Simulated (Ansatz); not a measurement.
Runs of Ansatz 0.2.0 on AlN. The structure is hexagonal, space group P6_3mc (No. 186). Conventional cell: a = 3.113 Å, b = 3.113 Å, c = 4.981 Å, α = 90.00°, β = 90.00°, γ = 120.00°. Al (site symmetry 3m) has 4 N at 1.89 Å as nearest neighbours. N (site symmetry 3m) is surrounded by 4 Al at 1.89 Å. 

| task | level | potentials or basis | cutoff (eV) | basis error allowed | gap on the mesh (eV) | pressure (GPa) | V0 of scaled cells (Å³/atom) | B0 (GPa) | largest force (eV/Å) |
| --- | --- | --- | --- | --- | --- | --- | --- | --- | --- |
| band structure | PBEsol | all-electron LAPW, non-relativistic | 346 | 0.002 eV/atom | 4.18 | (a) | - | - | 0.13 |
| single point | PBEsol | all-electron LAPW, scalar-relativistic | 377 | 0.001 eV/atom | 4.14 | 0.1 | - | - | 0.13 |
| equation of state | LDA | all-electron LAPW, scalar-relativistic | - | 0.002 eV/atom | - | - | 10.21 | (b) | - |
| equation of state | PBEsol | all-electron LAPW, scalar-relativistic | - | 0.001 eV/atom | - | - | 10.46 | 201 | - |
| band structure | PBE | all-electron LAPW, scalar-relativistic | 346 | 0.002 eV/atom | 4.22 | 3.6 | - | - | 0.13 |
| band structure | PBEsol | all-electron PAW datasets made for the crystal | 360 | - | 4.14 | 0.1 | - | - | 0.13 |
| equation of state | PBEsol | all-electron LAPW, scalar-relativistic | - | 0.002 eV/atom | - | - | 10.46 | 201 | - |
| band structure | PBEsol | all-electron LAPW, scalar-relativistic | 346 | 0.002 eV/atom | 4.14 | 0.1 | - | - | 0.13 |
| band structure | LDA | all-electron LAPW, scalar-relativistic | 346 | 0.002 eV/atom | 4.24 | -4.6 | - | - | 0.12 |

Alike in all rows: no spin polarisation; cell as given; k mesh 10 × 10 × 6; smearing fermi-dirac 0.05 eV.

Task: Fill in the values left out.

Result: (a) 0.3; (b) 211.

Caveats: the cell was scaled at fixed shape and fractional positions, which overstates the stiffness of a crystal with free parameters, most of all of layers and chains (some runs).

A k mesh can miss the band edges.

Not every run made on this cell is shown here.
